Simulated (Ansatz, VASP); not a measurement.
# Cross-check of BiN between VASP and Ansatz, part 2 of 3

Aim: how closely do two programs agree when they are given the same cell, functional and k mesh? The cell is generated by rule, not measured, and may not be a known phase. The cell is taken from a series of runs on this material, whose earlier steps may have relaxed, scaled, displaced or heated it; both programs get it as it stands.

VASP 6.6.1 and Ansatz 0.2.0.

So far: Set-up; Ansatz: zone-centre phonons, PBEsol.

## Step 3: VASP: zone-centre phonons, PBEsol

Level of this step: PBEsol; plane waves and PAW (Bi_d, N); invented cell (VASP).

The same cell, functional, mesh and smearing now go to VASP, with its own data sets.

Lines of VASP's logs that name or quote its potential files are left out, and so is its time.

INCAR reads:

```
SYSTEM = BiN
PREC = Accurate
ENCUT = 600
EDIFF = 1E-08
NELM = 120
ISMEAR = 1
SIGMA = 0.15
LREAL = .FALSE.
ALGO = Normal
GGA = PS
NBANDS = 26
LORBIT = 11
LWAVE = .FALSE.
LCHARG = .FALSE.
ISIF = 2
IBRION = 8
LASPH = .TRUE.
GGA_COMPAT = .FALSE.
KPAR = 2
```

POSCAR reads:

```
BiN
1.0
    3.1488437711     -3.2795111936      0.0000000000
    3.1488437711      3.2795111936      0.0000000000
    0.0000000000      0.0000000000      3.1248635758
Bi N
2 2
Direct
    0.7348714145      0.7348714145      0.0000000000
    0.2651285855      0.2651285855      0.0000000000
    0.2964616888      0.7035383112      0.5000000000
    0.7035383112      0.2964616888      0.5000000000
```

KPOINTS reads:

```
Automatic mesh
0
Gamma
8 8 12
0 0 0
```

PAW data sets: Bi_d and N (PBE family, release 64).

Launch:

```bash
> mpirun -np 2 vasp_std
```

What it wrote:

```text
[banner, memory and clock lines left out]
running    2 mpi-ranks, on    1 nodes
 distrk:  each k-point on    1 cores,    2 groups
 distr:  one band on    1 cores,    1 groups

 POSCAR found type information on POSCAR BiN
 POSCAR found :  2 types and       4 ions
|                                                                             |
|               ----> ADVICE to this user running VASP <----                  |
|                                                                             |
|     You enforced a specific xc type in the INCAR file but a different       |
|     [... a line on the potential file left out ...]
|     I HOPE YOU KNOW WHAT YOU ARE DOING!                                     |
|                                                                             |

 LDA part: xc-table for (Slater+PW92), standard interpolation
 POSCAR, INCAR and KPOINTS ok, starting setup
 FFT: planning ... GRIDC
 FFT: planning ... GRID_SOFT
 FFT: planning ... GRID
 WAVECAR not read
 entering main loop
       N       E                     dE             d eps       ncg     rms          rms(c)
DAV:   1     0.459985758530E+03    0.45999E+03   -0.23107E+04  7652   0.219E+03
DAV:   2     0.306161631780E+02   -0.42937E+03   -0.42060E+03  7920   0.542E+02
DAV:   3    -0.222860917294E+02   -0.52902E+02   -0.51187E+02  9560   0.186E+02
DAV:   4    -0.247776298259E+02   -0.24915E+01   -0.24736E+01  8636   0.401E+01
DAV:   5    -0.248649519856E+02   -0.87322E-01   -0.87286E-01 10670   0.778E+00    0.107E+01
DAV:   6    -0.218140317626E+02    0.30509E+01   -0.32152E+01 10264   0.306E+01    0.648E+00
DAV:   7    -0.211262123902E+02    0.68782E+00   -0.41670E+00  8744   0.109E+01    0.235E+00
DAV:   8    -0.211039311355E+02    0.22281E-01   -0.56425E-01  7820   0.400E+00    0.637E-01
DAV:   9    -0.210958602908E+02    0.80708E-02   -0.35433E-02 10016   0.110E+00    0.350E-01
DAV:  10    -0.210960537003E+02   -0.19341E-03   -0.53779E-03  8094   0.526E-01    0.613E-02
DAV:  11    -0.210960465515E+02    0.71488E-05   -0.41296E-04 11156   0.122E-01    0.194E-02
DAV:  12    -0.210960424424E+02    0.41091E-05   -0.35816E-05  8324   0.389E-02    0.858E-03
DAV:  13    -0.210960418330E+02    0.60943E-06   -0.26685E-06  9624   0.964E-03    0.341E-03
DAV:  14    -0.210960413705E+02    0.46243E-06   -0.10793E-07  8008   0.276E-03    0.107E-03
DAV:  15    -0.210960412494E+02    0.12118E-06   -0.42708E-08  6690   0.128E-03    0.165E-04
DAV:  16    -0.210960412244E+02    0.24960E-07   -0.40535E-09  3950   0.501E-04    0.115E-04
DAV:  17    -0.210960412361E+02   -0.11749E-07   -0.68777E-10  3930   0.282E-04    0.162E-05
DAV:  18    -0.210960412355E+02    0.60845E-09   -0.16503E-10  3914   0.139E-04
   1 F= -.21096041E+02 E0= -.21095827E+02  d E =-.643704E-03
 Linear response reoptimize wavefunctions to high precision
DAV:   1    -0.210960412352E+02    0.36289E-09   -0.60685E-11  3916   0.827E-05
DAV:   2    -0.210960412352E+02   -0.90949E-11   -0.26528E-11  3904   0.533E-05
 Linear response DOF=           6
 Linear response progress:
  Degree of freedom:   1/  6
       N       E                     dE             d eps       ncg     rms          rms(c)
RMM:   1    -0.336960538271E+00   -0.33696E+00    0.44313E-01  9832   0.936E+00
RMM:   2    -0.345185787994E+00   -0.82252E-02   -0.29421E-02 12885   0.124E+00    0.783E-02
RMM:   3    -0.345069104517E+00    0.11668E-03   -0.23353E-03 13433   0.364E-01    0.423E-02
RMM:   4    -0.344844965365E+00    0.22414E-03   -0.23912E-04 13871   0.124E-01    0.257E-02
RMM:   5    -0.344627249523E+00    0.21772E-03   -0.43486E-05 12590   0.530E-02    0.658E-03
RMM:   6    -0.344600835935E+00    0.26414E-04   -0.76923E-06 14208   0.256E-02    0.197E-03
RMM:   7    -0.344606260412E+00   -0.54245E-05   -0.16532E-06 14409   0.910E-03    0.110E-03
RMM:   8    -0.344617321513E+00   -0.11061E-04   -0.32843E-07 14358   0.382E-03    0.341E-04
RMM:   9    -0.344618824375E+00   -0.15029E-05   -0.11452E-07 13260   0.170E-03    0.130E-04
RMM:  10    -0.344620335711E+00   -0.15113E-05   -0.14022E-07 14862   0.816E-04    0.283E-05
RMM:  11    -0.344620670216E+00   -0.33450E-06   -0.11112E-07 15297   0.331E-04    0.148E-05
RMM:  12    -0.344620946761E+00   -0.27655E-06   -0.10778E-07 15180   0.145E-04    0.302E-06
RMM:  13    -0.344620941615E+00    0.51464E-08   -0.43202E-08 15087   0.694E-05    0.169E-06
 first order change of Fermi-energy   0.15465E+00
 force on displaced ion       1 direction 1 :  -7.432   0.000   0.000
 Linear response progress:
  Degree of freedom:   2/  6
       N       E                     dE             d eps       ncg     rms          rms(c)
RMM:   1    -0.336384500203E+00   -0.33638E+00    0.49776E-01 15976   0.957E+00
RMM:   2    -0.343918339810E+00   -0.75338E-02   -0.25122E-02 20931   0.115E+00    0.553E-02
RMM:   3    -0.343844861597E+00    0.73478E-04   -0.19392E-03 21953   0.322E-01    0.311E-02
RMM:   4    -0.343408455389E+00    0.43641E-03   -0.16036E-04 22241   0.999E-02    0.805E-03
RMM:   5    -0.343408415278E+00    0.40111E-07   -0.24535E-05 23317   0.362E-02    0.554E-03
RMM:   6    -0.343416516183E+00   -0.81009E-05   -0.82675E-06 22913   0.142E-02    0.244E-03
RMM:   7    -0.343415991016E+00    0.52517E-06   -0.23943E-06 22959   0.633E-03    0.851E-04
RMM:   8    -0.343419814766E+00   -0.38238E-05   -0.10459E-06 23314   0.283E-03    0.224E-04
[...]
RMM:  10    -0.343423083269E+00   -0.75647E-06    0.88154E-09 24202   0.490E-04    0.116E-05
RMM:  11    -0.343423159299E+00   -0.76029E-07    0.46687E-08 24658   0.222E-04    0.484E-06
RMM:  12    -0.343423171345E+00   -0.12046E-07    0.52017E-08 24565   0.105E-04    0.227E-06
RMM:  13    -0.343423165424E+00    0.59204E-08    0.41344E-08 24072   0.535E-05    0.139E-06
 first order change of Fermi-energy  -0.17364E-04
 force on displaced ion       1 direction 2 :   0.000  -3.293   0.000
 Linear response progress:
  Degree of freedom:   3/  6
       N       E                     dE             d eps       ncg     rms          rms(c)
RMM:   1    -0.308853123711E+00   -0.30885E+00    0.42099E-01 14964   0.910E+00
RMM:   2    -0.316042348688E+00   -0.71892E-02   -0.21968E-02 19492   0.111E+00    0.512E-02
RMM:   3    -0.315874526555E+00    0.16782E-03   -0.16540E-03 20473   0.301E-01    0.302E-02
RMM:   4    -0.315283519397E+00    0.59101E-03   -0.12202E-04 20600   0.920E-02    0.432E-03
RMM:   5    -0.315320786974E+00   -0.37268E-04   -0.16316E-05 21318   0.309E-02    0.278E-03
RMM:   6    -0.315320339688E+00    0.44729E-06   -0.22317E-06 20915   0.122E-02    0.881E-04
RMM:   7    -0.315324516365E+00   -0.41767E-05    0.78827E-07 21726   0.505E-03    0.551E-04
RMM:   8    -0.315328825600E+00   -0.43092E-05   -0.11761E-07 21400   0.208E-03    0.104E-04
RMM:   9    -0.315328189692E+00    0.63591E-06    0.77382E-08 21424   0.897E-04    0.277E-05
RMM:  10    -0.315328017534E+00    0.17216E-06   -0.50966E-08 22675   0.388E-04    0.727E-06
RMM:  11    -0.315328067316E+00   -0.49781E-07    0.52055E-08 22872   0.179E-04    0.357E-06
RMM:  12    -0.315328020677E+00    0.46639E-07    0.18154E-08 22949   0.855E-05    0.119E-06
RMM:  13    -0.315327995449E+00    0.25228E-07    0.35067E-08 20541   0.431E-05    0.400E-07
RMM:  14    -0.315327993657E+00    0.17928E-08    0.10833E-08 16165   0.236E-05    0.196E-07
 first order change of Fermi-energy   0.63233E-03
 force on displaced ion       1 direction 3 :  -0.004  -0.000   3.464
 Linear response progress:
  Degree of freedom:   4/  6
       N       E                     dE             d eps       ncg     rms          rms(c)
RMM:   1    -0.237824664167E+00   -0.23782E+00    0.58458E-02 23396   0.209E+00
RMM:   2    -0.229812973179E+00    0.80117E-02   -0.99072E-03 19273   0.580E-01    0.873E-02
RMM:   3    -0.230517238112E+00   -0.70426E-03   -0.89548E-04 20800   0.185E-01    0.493E-02
RMM:   4    -0.231048087851E+00   -0.53085E-03   -0.20090E-04 21844   0.868E-02    0.161E-02
RMM:   5    -0.231146961254E+00   -0.98873E-04   -0.23066E-05 22411   0.337E-02    0.332E-03
RMM:   6    -0.231134226717E+00    0.12735E-04   -0.34581E-06 22579   0.111E-02    0.219E-03
RMM:   7    -0.231121318478E+00    0.12908E-04   -0.40294E-07 22000   0.350E-03    0.988E-04
RMM:   8    -0.231118066234E+00    0.32522E-05   -0.25781E-07 19788   0.200E-03    0.213E-04
RMM:   9    -0.231118587824E+00   -0.52159E-06   -0.44747E-08 23575   0.676E-04    0.688E-05
RMM:  10    -0.231118463446E+00    0.12438E-06    0.60729E-08 23698   0.231E-04    0.327E-05
RMM:  11    -0.231118343335E+00    0.12011E-06    0.10167E-07 21471   0.899E-05    0.809E-06
RMM:  12    -0.231118322278E+00    0.21056E-07    0.91360E-08 22518   0.356E-05    0.397E-06
RMM:  13    -0.231118297016E+00    0.25262E-07    0.12803E-08 23011   0.159E-05    0.999E-07
RMM:  14    -0.231118292918E+00    0.40986E-08   -0.32250E-09 21524   0.714E-06    0.327E-07
 first order change of Fermi-energy  -0.36558E-03
 force on displaced ion       3 direction 1 :   0.918   0.003   0.000
 Linear response progress:
  Degree of freedom:   5/  6
       N       E                     dE             d eps       ncg     rms          rms(c)
RMM:   1    -0.238202202786E+00   -0.23820E+00    0.52475E-02 13898   0.209E+00
RMM:   2    -0.230129944797E+00    0.80723E-02   -0.10137E-02 12934   0.537E-01    0.846E-02
RMM:   3    -0.230794348696E+00   -0.66440E-03   -0.75402E-04 12825   0.161E-01    0.481E-02
RMM:   4    -0.231118789111E+00   -0.32444E-03   -0.14364E-04 12608   0.765E-02    0.266E-02
RMM:   5    -0.231348094999E+00   -0.22931E-03   -0.38126E-05 13016   0.382E-02    0.860E-03
RMM:   6    -0.231363611671E+00   -0.15517E-04   -0.51054E-06 13800   0.153E-02    0.539E-03
RMM:   7    -0.231363015250E+00    0.59642E-06   -0.92085E-07 13710   0.598E-03    0.143E-03
RMM:   8    -0.231353868811E+00    0.91464E-05   -0.10350E-07 13645   0.218E-03    0.355E-04
RMM:   9    -0.231355387887E+00   -0.15191E-05   -0.60927E-08 13975   0.841E-04    0.129E-04
RMM:  10    -0.231354767685E+00    0.62020E-06    0.93266E-08 14725   0.309E-04    0.257E-05
RMM:  11    -0.231354970780E+00   -0.20310E-06    0.85242E-08 14371   0.109E-04    0.107E-05
RMM:  12    -0.231354786167E+00    0.18461E-06    0.19175E-07 13472   0.400E-05    0.186E-06
RMM:  13    -0.231354781669E+00    0.44971E-08   -0.41892E-08 14887   0.151E-05    0.747E-07
 first order change of Fermi-energy  -0.52054E+00
 force on displaced ion       3 direction 2 :   0.000  -4.338   0.000
 Linear response progress:
  Degree of freedom:   6/  6
       N       E                     dE             d eps       ncg     rms          rms(c)
RMM:   1    -0.229078391733E+00   -0.22908E+00    0.45014E-02 21214   0.208E+00
RMM:   2    -0.220747824697E+00    0.83306E-02   -0.99197E-03 18125   0.561E-01    0.980E-02
RMM:   3    -0.221601668185E+00   -0.85384E-03   -0.96891E-04 20191   0.177E-01    0.546E-02
RMM:   4    -0.222319311461E+00   -0.71764E-03   -0.18503E-04 20393   0.837E-02    0.128E-02
RMM:   5    -0.222363805523E+00   -0.44494E-04   -0.18272E-05 21318   0.268E-02    0.441E-03
RMM:   6    -0.222339508626E+00    0.24297E-04   -0.23749E-06 20653   0.847E-03    0.247E-03
RMM:   7    -0.222321526842E+00    0.17982E-04   -0.24276E-07 20685   0.292E-03    0.130E-03
RMM:   8    -0.222317930555E+00    0.35963E-05   -0.53541E-08 20641   0.144E-03    0.920E-05
RMM:   9    -0.222316833795E+00    0.10968E-05   -0.19200E-08 22061   0.461E-04    0.476E-05
RMM:  10    -0.222316712643E+00    0.12115E-06   -0.38673E-07 22066   0.153E-04    0.152E-05
RMM:  11    -0.222316625297E+00    0.87345E-07    0.43001E-08 22703   0.543E-05    0.585E-06
RMM:  12    -0.222316578790E+00    0.46507E-07    0.21183E-08 21696   0.179E-05    0.220E-06
RMM:  13    -0.222316580207E+00   -0.14173E-08   -0.24376E-08 19944   0.728E-06    0.357E-07
 first order change of Fermi-energy   0.68795E-04
 force on displaced ion       3 direction 3 :  -0.000  -0.000   2.381
 Linear response finished
```

(Continued in part 3 of 3.)

[Lines on the potential files, build, host, timing and source positions are cut from VASP's logs without a mark.]

[Logs are printed without paths, hosts, clocks, repeated set-up lines and the standing remarks that a program may print on its own settings, such as how far it seeks lower states.]

[Hosts, paths, dates, database ids (printed as entryN), source tags and the programs' standing remarks are cut or masked in the printed files.]
